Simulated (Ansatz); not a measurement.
**LiF: elastic constants**

Aim: the elastic tensor from the stress of slightly strained cells, and the moduli that follow. Runs: cell and atoms relaxed (PAW); elastic constants (PAW); in-plane strain -0.02, out-of-plane length and atoms relaxed (PAW); in-plane strain -0.01, out-of-plane length and atoms relaxed (PAW); in-plane strain -0.005, out-of-plane length and atoms relaxed (PAW); in-plane strain +0.005, out-of-plane length and atoms relaxed (PAW); in-plane strain +0.01, out-of-plane length and atoms relaxed (PAW); in-plane strain +0.02, out-of-plane length and atoms relaxed (PAW).

Method: DFT LDA, frozen-core PAW, scalar-relativistic unless said, in Ansatz 0.2.0.

## (1) The structure to begin with

It takes space group Fm-3m (No. 225, cubic). The conventional cell has a = 4.028 Å, b = 4.028 Å, c = 4.028 Å, α = 90.00°, β = 90.00°, γ = 90.00°. Li (site symmetry m-3m) is surrounded by 6 F at 2.01 Å. Around F (site symmetry m-3m) lie 6 Li at 2.01 Å.

As a file:

```cif
data_structure
_symmetry_space_group_name_H-M 'P 1'
_symmetry_Int_Tables_number 1
_cell_length_a 2.8482
_cell_length_b 2.8482
_cell_length_c 2.8482
_cell_angle_alpha 60.000
_cell_angle_beta 60.000
_cell_angle_gamma 90.000
_cell_volume 16.34
loop_
_atom_site_label
_atom_site_type_symbol
_atom_site_fract_x
_atom_site_fract_y
_atom_site_fract_z
_atom_site_occupancy
Li1 Li 0.00000 0.00000 0.00000 1
F1 F 0.50000 0.50000 0.00000 1
```

Cartesian axes are those of the input's lattice vectors. The structure goes back to a database entry.

## (2) Cell and atoms relaxed, PAW

File input.yaml:

```yaml
crystal:
  lattice:
    - [2.014, 2.014, 0.0]
    - [-2.014, 2.014, 0.0]
    - [0.0, 2.014, 2.014]
  atoms:
    - { symbol: Li, position: [0.0, 0.0, 0.0] }
    - { symbol: F, position: [0.5, 0.5, 0.0] }
kpoints:
  mp_grid: { grid: [14, 14, 14] }
scf:
  occupations: { method: fermi_dirac, width: 0.1 }
hamiltonian:
  xc: lda
  pseudopotentials: { kind: paw }
relax:
  f_tol: 0.002
  max_steps: 80
  cell: {}
output:
  forces: true
  stress: true
```

Command:

```
> ansatz run input.yaml --threads 1 --pin off --max-ram 3072MiB --backend cpu --events-out ev --progress --plain --runs-dir out
```

## (4) Elastic constants, PAW

File input.yaml:

```yaml
crystal:
  lattice:
    - [1.9544648837, 1.9544648837, 0.0]
    - [-1.9544648837, 1.9544648837, 0.0]
    - [0.0, 1.9544648837, 1.9544648837]
  atoms:
    - { symbol: Li, position: [0.0, 0.0, 0.0] }
    - { symbol: F, position: [0.5, 0.5, 0.0] }
kpoints:
  mp_grid: { grid: [10, 10, 10] }
scf:
  occupations: { method: fixed }
hamiltonian:
  xc: lda
  pseudopotentials: { kind: paw }
elastic:
  mode: relaxed_ion
  stencil: two_point
  amplitude: 0.005
```

## (5) In-plane strain -0.02, out-of-plane length and atoms relaxed, PAW

File input.yaml:

```yaml
crystal:
  lattice:
    - [1.91537558603, 1.91537558603, 0.0]
    - [-1.91537558603, 1.91537558603, 0.0]
    - [0.0, 1.91537558603, 1.9779184623]
  atoms:
    - { symbol: Li, position: [0.0, 0.0, 0.0] }
    - { symbol: F, position: [0.5, 0.5, 0.0] }
kpoints:
  mp_grid: { grid: [10, 10, 10] }
scf:
  occupations: { method: fixed }
hamiltonian:
  xc: lda
  pseudopotentials: { kind: paw }
relax:
  f_tol: 0.002
  max_steps: 80
  cell: { fix: [a, b, gamma] }
output:
  forces: true
  stress: true
```

## (6) In-plane strain -0.01, out-of-plane length and atoms relaxed, PAW

input.yaml, as its differences from that of step 5:

```diff
@@ -2,5 +2,5 @@
   lattice:
-    - [1.91537558603, 1.91537558603, 0.0]
-    - [-1.91537558603, 1.91537558603, 0.0]
-    - [0.0, 1.91537558603, 1.9779184623]
+    - [1.93492023486, 1.93492023486, 0.0]
+    - [-1.93492023486, 1.93492023486, 0.0]
+    - [0.0, 1.93492023486, 1.966191673]
   atoms:
```

## (7) In-plane strain -0.005, out-of-plane length and atoms relaxed, PAW

input.yaml, as its differences from that of step 6:

```diff
@@ -2,5 +2,5 @@
   lattice:
-    - [1.93492023486, 1.93492023486, 0.0]
-    - [-1.93492023486, 1.93492023486, 0.0]
-    - [0.0, 1.93492023486, 1.966191673]
+    - [1.94469255928, 1.94469255928, 0.0]
+    - [-1.94469255928, 1.94469255928, 0.0]
+    - [0.0, 1.94469255928, 1.96032827835]
   atoms:
```

## (8) In-plane strain +0.005, out-of-plane length and atoms relaxed, PAW

input.yaml, as its differences from that of step 7:

```diff
@@ -2,5 +2,5 @@
   lattice:
-    - [1.94469255928, 1.94469255928, 0.0]
-    - [-1.94469255928, 1.94469255928, 0.0]
-    - [0.0, 1.94469255928, 1.96032827835]
+    - [1.96423720812, 1.96423720812, 0.0]
+    - [-1.96423720812, 1.96423720812, 0.0]
+    - [0.0, 1.96423720812, 1.94860148905]
   atoms:
@@ -22 +22,5 @@
   stress: true
+  write_density: true
+  write_potential: true
+  elf: true
+  volumetric_format: npy
```

## (9) In-plane strain +0.01, out-of-plane length and atoms relaxed, PAW

input.yaml, as its differences from that of step 8:

```diff
@@ -2,5 +2,5 @@
   lattice:
-    - [1.96423720812, 1.96423720812, 0.0]
-    - [-1.96423720812, 1.96423720812, 0.0]
-    - [0.0, 1.96423720812, 1.94860148905]
+    - [1.97400953254, 1.97400953254, 0.0]
+    - [-1.97400953254, 1.97400953254, 0.0]
+    - [0.0, 1.97400953254, 1.9427380944]
   atoms:
```

## (10) In-plane strain +0.02, out-of-plane length and atoms relaxed, PAW

input.yaml, as its differences from that of step 9:

```diff
@@ -2,5 +2,5 @@
   lattice:
-    - [1.97400953254, 1.97400953254, 0.0]
-    - [-1.97400953254, 1.97400953254, 0.0]
-    - [0.0, 1.97400953254, 1.9427380944]
+    - [1.99355418137, 1.99355418137, 0.0]
+    - [-1.99355418137, 1.99355418137, 0.0]
+    - [0.0, 1.99355418137, 1.9310113051]
   atoms:
```

(Steps that only read results are left out.)

Before running it: what results should come out? Wanted: C11; C12; C44; bulk, shear and Young's modulus; Debye temperature from sound speeds; universal anisotropy index.

As calculated:

```
                           quantity            value
                          C11 (PAW)          158 GPa
                          C12 (PAW)           51 GPa
                          C44 (PAW)           69 GPa
    bulk, shear and Young's modulus  87, 62, 151 GPa
Debye temperature from sound speeds            782 K
         universal anisotropy index             0.08
```

In words: All eigenvalues are positive, so the crystal is mechanically stable; by PAW K = 87 and G = 62 GPa, K/G = 1.39, on the brittle side of Pugh's rough line at 1.75, which was drawn for metals. Young's modulus runs from 133 to 164 GPa with direction. Cautions: frozen-core PAW files fitted under PBE, their cores solved anew for the functional of the run.
